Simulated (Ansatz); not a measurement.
# Preparing In2O3 (R-3c) as a host crystal

Before any defect goes in: In2O3 (R-3c) at rest, and how it screens a charge.

Program: Ansatz 0.2.0. Level of theory: plane-wave PAW DFT, r2SCAN; relaxation of the host's cell and atoms; PAW set soft_1, in the first sound run; inputs show where later runs differ. Results are calculated unless marked as measured.

### Step 1. The starting structure

Symmetry: R-3c, No. 167, trigonal system. The conventional cell has a = 5.516 Å, b = 5.516 Å, c = 14.591 Å, α = 90.00°, β = 90.00°, γ = 120.00°. Nearest to In lie 6 O at 2.13 to 2.26 Å. O has 4 In at 2.13 to 2.26 Å nearest. Farther neighbours and most contacts between anions are not listed.

### Step 2. Host cell relaxation

Cell and atoms are relaxed together, until forces and stress fall under their thresholds.

The input, cell/input.yaml:

```yaml
crystal:
  lattice:
    - [2.7581043, 1.5923923, 4.8636868]
    - [-2.7581043, 1.5923923, 4.8636868]
    - [0.0, -3.1847845, 4.8636868]
  atoms:
    - { symbol: In, position: [0.642884, 0.642884, 0.642884] }
    - { symbol: In, position: [0.857116, 0.857116, 0.857116] }
    - { symbol: In, position: [0.357116, 0.357116, 0.357116] }
    - { symbol: In, position: [0.142884, 0.142884, 0.142884] }
    - { symbol: O, position: [0.0464953, 0.75, 0.4535047] }
    - { symbol: O, position: [0.75, 0.4535047, 0.0464953] }
    - { symbol: O, position: [0.4535047, 0.0464953, 0.75] }
    - { symbol: O, position: [0.9535047, 0.25, 0.5464953] }
    - { symbol: O, position: [0.5464953, 0.9535047, 0.25] }
    - { symbol: O, position: [0.25, 0.5464953, 0.9535047] }
basis:
  ecutwfc: 500
  xc_grid: 2
hamiltonian:
  xc: r2scan
  pseudopotentials: { kind: paw, azcp: { folder: soft_1 } }
kpoints:
  mp_grid: { grid: [6, 6, 6] }
scf:
  occupations: { method: fixed }
  max_iter: 100
relax:
  f_tol: 0.005
  max_steps: 60
  cell: {}
output:
  forces: true
  stress: true
checkpoint:
  write: "../cell.run"
  compress: false
  write_wavefunctions: false
  write_every: 100000
```

Run with:

```
ansatz run input.yaml --threads 32 --pin off --max-ram 131891MiB --backend cuda --events-out ev --progress --plain --runs-dir out
```

Numbers of over 12 decimals in the logs are rounded to 6 here.

Log:

```text
[... repeated set-up lines and file paths are left out, and long positions are rounded to six places ...]
Engine: ansatz 0.2.0, aarch64-unknown-linux-gnu
Pseudopotentials: kind: paw
Pseudopotential: In, paw, valence charge 13, recommended cutoff 500 eV (meta_gga), soft_1/In.paw.azcp
Pseudopotential: O, paw, valence charge 6, recommended cutoff 500 eV (meta_gga), soft_1/O.paw.azcp
Functional definition: r2SCAN
  parameter k0 = 0.174
  parameter k1 = 0.065
  parameter a1 = 4.9479
  exchange = r2scan_x(k0 = k0, k1 = k1, a1 = a1)
  correlation = r2scan_c
[...]
Crystal: 10 atoms, lattice volume = 128.167 Å³
Basis set: ecut = 500 eV, 3263 PW (Γ), exchange–correlation on 90×90×90 points (8 copies of the dense FFT grid, shifted against one another)
Bands: 54, of which v1, the nominal top of the filled ones, is band 44 counted from 1 (43 counted from 0)
Symmetry: 12 space group operations
Space group: R-3c (ITA 167), of the structure as read, at distance tolerance 5.0e-5 Å
k-points: 32 of 216
Non-local potential: In, projectors of the file, l = 0: 2, l = 1: 2, l = 2: 2, l = 3: 1
Non-local potential: O, projectors of the file, l = 0: 2, l = 1: 2, l = 2: 1
PAW form: soft (Blöchl's): semilocal exchange-correlation on the pseudo side does not see the compensation charge
PAW frozen core: In, regenerated for the run's functional (the file was generated under x = pbe(κ = 0.804, μ = 0.219515), c = pbe(β = 0.066725))
PAW frozen core: O, regenerated for the run's functional (the file was generated under x = pbe(κ = 0.804, μ = 0.219515), c = pbe(β = 0.066725))
PAW one-centre angular grid: In, 590 points (default); XC on 160 Gauss nodes
PAW one-centre angular grid: O, 302 points (default); XC on 160 Gauss nodes
Initial density: superposition of atomic densities (chi_scale 0.1, normalization cell, long waves kept (reshape's long-wave potential 0.00 eV rms))
Initial wavefunctions: pseudopotential atomic-orbital guess
[...]
Functional: x = r2scan, c = r2scan; τ floored in thin density (d = 2e-4 eV/Å³)
SCF iter   1: F=—  HF=-25862.314560 eV  |Δ(HF+E_count)|=         —  Δρ=7.31e-2  dr2=4.96e0  dr2_τ=4.54e-1  Hψ=5978
preconditioner: auto → Resta (q_TF=auto, 2.563 Å⁻¹)  ε∞=4.0  [insulator: Δε(μ)=1.802 eV  Ē_g=17.785 eV  n_scr=32 (ndim 8)  ℏωp=30.8 eV  f_vac=0.000  ε∞_Penn≈4.0]
SCF iter   2: F=—  HF=-25861.751090 eV  |Δ(HF+E_count)|=   5.63e-1  Δρ=3.81e-2  dr2=1.22e0  dr2_τ=6.03e-2  Hψ=3506
SCF iter   3: F=—  HF=-25861.693457 eV  |Δ(HF+E_count)|=   5.76e-2  Δρ=7.57e-3  dr2=9.21e-2  dr2_τ=8.26e-3  Hψ=2918
automatic band count: iteration 3 solves 51 bands in place of 54: the levels show a gap, and the empty bands left out lie too high to hold charge; the band table lists the bands solved (type scf.n_extra_bands for more)
SCF iter   4: F=—  HF=-25861.686920 eV  |Δ(HF+E_count)|=   6.54e-3  Δρ=3.35e-3  dr2=9.38e-3  dr2_τ=1.36e-3  Hψ=2999
[...]
SCF iter   8: F=-25861.688197 eV  HF=-25861.688197 eV  |Δ(HF+E_count)|=   2.20e-7  Δρ=3.76e-6  dr2=1.91e-8  dr2_τ=1.02e-9  Hψ=6337
SCF 1 converged in 8 iterations: F = -25861.688197 eV  dr2 = 1.91e-8
  greatest PAW one-centre occupation: 0.990 electrons in one spin orbital (limit 2), on the In atom at site 3 (counted from 0), in its partial waves of l = 2
relax step   1: F+E_penalty+E_count = -25861.68819664 eV  Δ(F+E_penalty+E_count) = +0.000e0 eV  max|allowed force component| = 1.935e-2 eV/Å  Δτ_max = 0.0000 Å  P = -0.826 GPa  Ω = 128.167 Å³  (8 SCF iters, dr2 threshold 1.00e-7 eV, accepted)
[... the SCF cycles and remarks between the steps are left out from here to the last step ...]
relax step   2: F+E_penalty+E_count = -25861.68997324 eV  Δ(F+E_penalty+E_count) = -1.777e-3 eV  max|allowed force component| = 1.066e-2 eV/Å  Δτ_max = 0.0012 Å  P = +0.108 GPa  Ω = 127.492 Å³  energy of the carried Pulay correction = +2.965e-4 eV  (5 SCF iters, dr2 threshold 1.00e-6 eV, accepted)
relax step   3: F+E_penalty+E_count = -25861.69001159 eV  Δ(F+E_penalty+E_count) = -3.836e-5 eV  max|allowed force component| = 4.923e-3 eV/Å  Δτ_max = 0.0011 Å  P = +0.025 GPa  Ω = 127.563 Å³  energy of the carried Pulay correction = +2.653e-4 eV  (5 SCF iters, dr2 threshold 1.18e-7 eV, accepted)
relax step   4: F+E_penalty+E_count = -25861.69002298 eV  Δ(F+E_penalty+E_count) = -1.139e-5 eV  max|allowed force component| = 6.345e-4 eV/Å  Δτ_max = 0.0004 Å  P = -0.002 GPa  Ω = 127.577 Å³  energy of the carried Pulay correction = +2.590e-4 eV  (5 SCF iters, dr2 threshold 7.09e-9 eV, accepted)
[...]
iter 1 solved again at ethr=1.85e-8 eV; its pass at ethr=3.10e-3 eV (dr2=1.63e-5 eV) is discarded
SCF iter   1: F=—  HF=-25861.689412 eV  |Δ(HF+E_count)|=         —  Δρ=1.34e-5  dr2=2.30e-8  dr2_τ=8.15e-8  Hψ=10590
[...]
SCF iter   2: F=—  HF=-25861.689766 eV  |Δ(HF+E_count)|=   3.54e-4  Δρ=7.00e-6  dr2=6.49e-9  dr2_τ=7.09e-9  Hψ=3009
SCF iter   3: F=—  HF=-25861.689766 eV  |Δ(HF+E_count)|=   1.41e-8  Δρ=7.91e-7  dr2=2.83e-10  dr2_τ=1.16e-10  Hψ=2944
SCF iter   4: F=-25861.689766 eV  HF=-25861.689766 eV  |Δ(HF+E_count)|=  6.55e-11  Δρ=1.30e-7  dr2=2.05e-11  dr2_τ=1.75e-12  Hψ=8605
SCF 5 converged in 4 iterations: F = -25861.689766 eV  dr2 = 2.05e-11
relax step   5: F+E_penalty+E_count = -25861.68976605 eV  Δ(F+E_penalty+E_count) = +2.569e-4 eV  max|allowed force component| = 6.255e-4 eV/Å  Δτ_max = 0.0000 Å  P = +0.000 GPa  Ω = 127.577 Å³  stress off target by 1.25e-3 GPa  SCF on the basis re-selected at this cell (its energy is not comparable with the rows above)  (4 SCF iters)
basis re-selected at this cell: Δ(F+E_penalty+E_count) = +2.569e-4 eV, ΔP = +0.002 GPa vs the last step (what re-selecting the basis moved, of the pressure what is left beyond the Pulay correction that the steps carried, after the strain that the cell walked [...]
SCF converged after 4 iterations
Free energy (F): -25861.689766 eV
Harris-Foulkes:  -25861.689766 eV  (|F-HF|=7.28e-12)
Internal energy: -25861.689766 eV  (E = F + TS)
E sigma→0 (E₀):  -25861.689766 eV
Fermi energy:    8.476084 eV
--- Per-component energies (eV) ---
  E_band       = -27.800560
  E_kinetic    = 1900.670934
  E_local      = -5646.357900  (includes V_loc(G=0)·N_el)
  E_nonlocal   = 1632.668493
  E_hartree    = 2225.153912
  E_xc         = -945.361102
  E_vxc        = -980.954628  (∫ρ·V_xc dr)
  E_paw        = -17952.239863  (= ΣΔE_a)
  E_vpaw       = -1447.370697  (= ΣTr[D̂ρ^β])
  E_aug_tail   = 0.001196  (compensation charges beyond the density's cutoff)
  E_vtau       = 63.234056  (kinetic-family band-sum trace: ∫τ·v_τ [+ j·A + Jᵃ·Aᵃ] dr)
  E_ewald      = -7079.895987
  E_core_change = 3.670552  (= ΣΔE_core)
  E_smearing   = -0.000000  (= −TS)
  E_closure    = 0.000000  (closes the sum)
  Σ components = -25861.689766   (vs F -25861.689766, Δ=0.00e0)
--- Forces (eV/Å), atoms counted from 1 ---
  atom   1  In     0.00000000    -0.00000000    -0.00062547
  atom   2  In     0.00000000     0.00000000     0.00062547
  atom   3  In    -0.00000000     0.00000000     0.00062547
  atom   4  In    -0.00000000    -0.00000000    -0.00062547
  atom   5  O      0.00027524     0.00047673    -0.00000000
  atom   6  O      0.00027524    -0.00047673     0.00000000
  [... 4 more lines of this table ...]
  max |Σ_I F_I| component: 3.20e-18 eV/Å
--- Stress (GPa, compression-positive) ---
       -0.000491      -0.000000      -0.000000
       -0.000000      -0.000491       0.000000
       -0.000000       0.000000       0.001254
  P = ⅓ Tr σ = 0.0001 GPa (0.001 kbar)
--- Band table (eV; the first three rows and the last of 32) ---
  k-point 0: bands = ["-10.0079", "-9.1515", "-9.1515", "-8.9559", "-8.9559", "-8.8771", "-4.1763", "-4.1763", "-4.0294", "-4.0294", [... rest cut ...]
  k-point 1: bands = ["-9.9350", "-9.1435", "-9.1374", "-9.0238", "-8.9713", "-8.8982", "-4.1589", "-4.1466", "-4.0518", "-4.0338", [... rest cut ...]
--- Relaxed structure (4 steps of the walk, 4 accepted, 1 SCFs on fresh bases) ---
  F+E_penalty+E_count = -25861.68976605 eV   max|allowed force component| = 6.255e-4 eV/Å   (the final SCF, on the basis selected at the relaxed cell)
  cell:  # Å, volume = 127.5770 Å³
    - [2.754348, 1.590223, 4.854496]
    - [-2.754348, 1.590223, 4.854496]
    - [0, -3.180447, 4.854496]
  atoms:
    - { symbol: In, position: [0.642934, 0.642934, 0.642934] }
    - { symbol: In, position: [0.857066, 0.857066, 0.857066] }
    - { symbol: In, position: [0.357066, 0.357066, 0.357066] }
    - { symbol: In, position: [0.142934, 0.142934, 0.142934] }
    - { symbol: O, position: [0.046589, 0.75, 0.453411] }
    - { symbol: O, position: [0.75, 0.453411, 0.046589] }
  [... 4 more lines of this table ...]
```

Run time: 3.3 s. Hardware: 1 × NVIDIA GB200 with 32 threads of Arm Neoverse V2, shared host; peak memory 1.2 GiB; 13 s of CPU time.

Relaxation path:

| step | energy less that of the first step (eV) | largest force component (eV/Å) | pressure (GPa) | volume (Å³) |
| --- | --- | --- | --- | --- |
| 1 | 0.0000 | 0.0194 | -0.83 | 128.17 |
| 2 | -0.0018 | 0.0107 | 0.11 | 127.49 |
| 3 | -0.0018 | 0.0049 | 0.03 | 127.56 |
| 4 | -0.0018 | 0.0006 | 0.00 | 127.58 |
| 5* | -0.0016 | 0.0006 | 0.00 | 127.58 |

Relaxation steps marked * repeat the geometry before them on a plane-wave basis chosen anew for their cell, so energy and pressure can jump there.

Forces are held to the 12 operations that the run works with; a distortion that breaks them can't arise in this run.

| conventional cell, symmetrised | before | after | change |
| --- | --- | --- | --- |
| a (Å) | 5.516 | 5.509 | -0.1 % |
| b (Å) | 5.516 | 5.509 | -0.1 % |
| c (Å) | 14.591 | 14.563 | -0.2 % |
| volume (Å³/atom) | 12.82 | 12.76 | -0.5 % |

Numbers from this step:

```
pressure : 9.04e-5 GPa
```

### Step 3. Dielectric tensors of the host

The response to a uniform electric field gives the electronic dielectric tensor.

This step: plane-wave PAW DFPT, PBEsol; dielectric tensors, Born charges and zone-centre modes of the host; PAW set soft_1 (Ansatz 0.2.0).

The input, eps/input.yaml:

```yaml
crystal:
  lattice:
    - [2.7543478206, 1.5902234723, 4.8544962128]
    - [-2.7543478206, 1.5902234723, 4.8544962128]
    - [0.0, -3.1804468947, 4.8544962291]
  atoms:
    - { symbol: In, position: [0.6429341869, 0.6429341869, 0.6429341869] }
    - { symbol: In, position: [0.8570658131, 0.8570658131, 0.8570658131] }
    - { symbol: In, position: [0.3570658131, 0.3570658131, 0.3570658131] }
    - { symbol: In, position: [0.1429341869, 0.1429341869, 0.1429341869] }
    - { symbol: O, position: [0.0465888658, 0.75, 0.4534111342] }
    - { symbol: O, position: [0.75, 0.4534111342, 0.0465888658] }
    - { symbol: O, position: [0.4534111342, 0.0465888658, 0.75] }
    - { symbol: O, position: [0.9534111342, 0.25, 0.5465888658] }
    - { symbol: O, position: [0.5465888658, 0.9534111342, 0.25] }
    - { symbol: O, position: [0.25, 0.5465888658, 0.9534111342] }
basis:
  ecutwfc: 420
hamiltonian:
  xc: pbesol
  pseudopotentials: { kind: paw, azcp: { folder: soft_1 }, xc_functional: pbe }
kpoints:
  mp_grid: { grid: [5, 5, 5] }
scf:
  occupations: { method: fixed }
  max_iter: 100
phonons:
  method: dfpt
  dielectric: true
  rigid_motions: translations
```

Log:

```text
[...]
Crystal: 10 atoms, lattice volume = 127.577 Å³
Basis set: ecut = 420 eV, 2489 PW (Γ), exchange–correlation on 80×80×80 points (8 copies of the dense FFT grid, shifted against one another)
Bands: 54, of which v1, the nominal top of the filled ones, is band 44 counted from 1 (43 counted from 0)
Symmetry: 12 space group operations
k-points: 63 of 125 (irreducible under 1 space group operation, time reversal used)
[...]
SCF iter   1: F=—  HF=-25468.756912 eV  |Δ(HF+E_count)|=         —  Δρ=6.25e-2  dr2=3.21e0  Hψ=11021
[...]
SCF iter   2: F=—  HF=-25468.090940 eV  |Δ(HF+E_count)|=   6.66e-1  Δρ=3.09e-2  dr2=8.55e-1  Hψ=5428
[...]
SCF iter  10: F=-25467.858556 eV  HF=-25467.858556 eV  |Δ(HF+E_count)|=   2.37e-9  Δρ=2.47e-7  dr2=5.92e-11  Hψ=24686
SCF 1 converged in 10 iterations: F = -25467.858556 eV  dr2 = 5.92e-11
[...]
the response reads at least the filled bands of the reference SCF and the lowest empty band at each k-point, and that SCF's band table does not vouch for those bands. The notice of the band table in this run's record says why
[...]
NSCF: frozen V_eff on 1 k-points
[...]
NSCF: frozen V_eff on 19 k-points, pencils in batches of 32, up to order 216
[...]
DFPT response loops at q = (0, 0, 0) (fractional): preconditioner auto → Resta (q_TF=auto, 2.565 Å⁻¹)  ε∞=7.3 (no band partly filled); β = 1.00, the filter's whole step (`scf.mixing.beta` (0.50) is not read by the response loops at its default; [...]
[...]
DFPT response loops at Γ: preconditioner auto → Resta (q_TF=auto, 2.565 Å⁻¹)  ε∞=7.3 (no band partly filled); β = 1.00, the filter's whole step (`scf.mixing.beta` (0.50) is not read by the response loops at its default; [...]
[...]
SCF 1 converged in 6 iterations: F = -25467.390865 eV  dr2 = 7.50e-9
[...]
SCF converged after 10 iterations
[...]
Born effective charges Z* (e; rows j = field, columns β = displacement):
    site 0:
         3.39230   -0.02953    0.00000
         0.02953    3.39230   -0.00000
        -0.00000   -0.00000    3.27805
    site 1:
         3.39230    0.02953   -0.00000
        -0.02953    3.39230   -0.00000
         0.00000   -0.00000    3.27805
    site 2:
         3.39230   -0.02953    0.00000
         0.02953    3.39230   -0.00000
        -0.00000   -0.00000    3.27805
    site 3:
         3.39230    0.02953   -0.00000
        -0.02953    3.39230   -0.00000
         0.00000   -0.00000    3.27805
    site 4:
        -2.20061   -0.10552    0.36915
        -0.10552   -2.32245   -0.21313
         0.49077   -0.28335   -2.18537
    site 5:
        -2.20061    0.10552   -0.36915
         0.10552   -2.32245   -0.21313
        -0.49077   -0.28335   -2.18537
    site 6:
        -2.38338   -0.00000    0.00000
         0.00000   -2.13969    0.42626
        -0.00000    0.56669   -2.18537
    site 7:
        -2.20061   -0.10552    0.36915
        -0.10552   -2.32245   -0.21313
         0.49077   -0.28335   -2.18537
    site 8:
        -2.38338   -0.00000    0.00000
         0.00000   -2.13969    0.42626
        -0.00000    0.56669   -2.18537
    site 9:
        -2.20061    0.10552   -0.36915
         0.10552   -2.32245   -0.21313
        -0.49077   -0.28335   -2.18537
  Z* charge neutrality: 2.835e-2 e pre-enforcement
  solved inside a basis spanned on kpoints, on 8×8×8 k-points, its susceptibility summed on 10×10×10: ε∞ is read to err by 4.1e-2, Z* by 3.0e-2 e (field_mesh: kpoints solves on kpoints); Z* is corrected for what the basis lacks
  optical modes at Γ without the LO–TO term, one row a degenerate level:
      ω (cm⁻¹)  modes    IR ((D/Å)²/amu)
        121.44      1             0.0000
        156.05      1             0.0000
        164.22      2             0.0024
        168.40      2             0.0000
        213.66      2             0.0000
        232.47      1             0.0000
        254.32      1            33.8602
        261.56      2             0.0000
        285.62      2            30.6500
        367.06      1             0.0000
[...]
optical modes at Γ + LO–TO along q̂ = [1.0000, 0.0000, 0.0000]:
      ω (cm⁻¹)  modes    IR ((D/Å)²/amu)
[...]
optical modes at Γ + LO–TO along q̂ = [0.0000, 1.0000, 0.0000]:
      ω (cm⁻¹)  modes    IR ((D/Å)²/amu)
[...]
optical modes at Γ + LO–TO along q̂ = [0.0000, 0.0000, 1.0000]:
      ω (cm⁻¹)  modes    IR ((D/Å)²/amu)
[...]
261.56      2             0.0000
        285.62      2            30.6500
        362.94      1             9.0534
        367.06      1             0.0000
        369.03      2             0.0000
        414.04      2            74.3052
        467.23      2             3.8736
        481.80      1             0.0000
        530.17      1             0.0000
        565.43      2             0.0000
        576.91      1            43.6826
        589.73      1             0.0000
```

Wall time 11 s (1 × NVIDIA GB200 with 32 threads); peak memory 3 GiB; 1.9 min of CPU time.

In the SCF lines HF is the Harris–Foulkes energy and dr2 the Hartree energy of the density residual, in eV; the loop may stop once dr2 is under the threshold and the program's other checks hold. Hψ counts applications of the Hamiltonian.

Electronic dielectric tensor:

```
5.22 0.00 0.00
0.00 5.22 0.00
0.00 0.00 4.98
```

Static dielectric tensor:

```
12.14  0.00  0.00
 0.00 12.14  0.00
 0.00  0.00 15.15
```

The principal values of the electronic dielectric tensor are 4.98, 5.22 and 5.22. The principal values of the static dielectric tensor are 12.14, 12.14 and 15.15.

(Continued in part 2 of 3.)

[Logs are printed without paths, hosts, clocks, repeated set-up lines and the standing remarks that a program may print on its own settings, such as how far it seeks lower states.]

[Hosts, paths, dates, database ids (printed as entryN), source tags and the programs' standing remarks are cut or masked in the printed files.]

[Runs of the host that timed out are not shown.]

[For some hosts the program warned that the k-mesh of the response run may be too coarse for force constants and the static dielectric constant; such warnings are not always shown.]

[The program warned that the k-mesh of a response run behind this text may be too coarse: force constants, and the static dielectric constant and all else formed from them, are not shown converged.]
